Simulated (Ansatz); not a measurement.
# TaS2: equation of state with RPBE

Crystal: TaS2.

```xyz
3
Lattice="3.3500 0.0000 0.0000 -1.6750 2.9012 0.0000 0.0000 0.0000 5.8600" Properties=species:S:1:pos:R:3 pbc="T T T"
Ta    0.0000    0.0000    0.0000
S     1.6750    0.9671    4.3950
S     0.0000    1.9341    1.4650
```

- Program: Ansatz 0.2.0
- Task: equation of state
- Functional: RPBE
- Potentials or basis: Ansatz PAW
- Cutoff: 420 eV
- Density cutoff: 1680 eV
- k mesh: 9 × 9 × 5
- Occupations: fermi-dirac, width 0.05 eV
- Spin: no spin polarisation

| Property | Result |
| --- | --- |
| Equilibrium volume | 20.69 Å³/atom (rough: see the caveat) |
| Bulk modulus at fixed shape and positions | 116 GPa (rough) |

Energy against volume, from the lowest point:
| volume (Å³/atom) | energy (meV/atom) |
| --- | --- |
| 17.845 | 176.19 |
| 18.225 | 126.07 |
| 18.605 | 85.33 |
| 18.984 | 53.10 |
| 19.364 | 28.59 |
| 19.744 | 11.11 |
| 20.123 | 0.00 |

All runs of the series together: 6.8 s on 2 threads of Intel(R) Xeon(R) Platinum 8488C (Sapphire Rapids), with other jobs on the host.

Caveat: the potentials were made for another functional, which shifts forces and pressure; the minimum lies outside the volumes run; the cell was scaled at fixed shape and fractional positions, which overstates the stiffness of a crystal with free parameters, most of all of layers and chains; this functional lacks dispersion, which binds the layers, so the pressure and a relaxed spacing across them are unreliable. Spin-orbit coupling is left out, which matters for the levels of Ta.
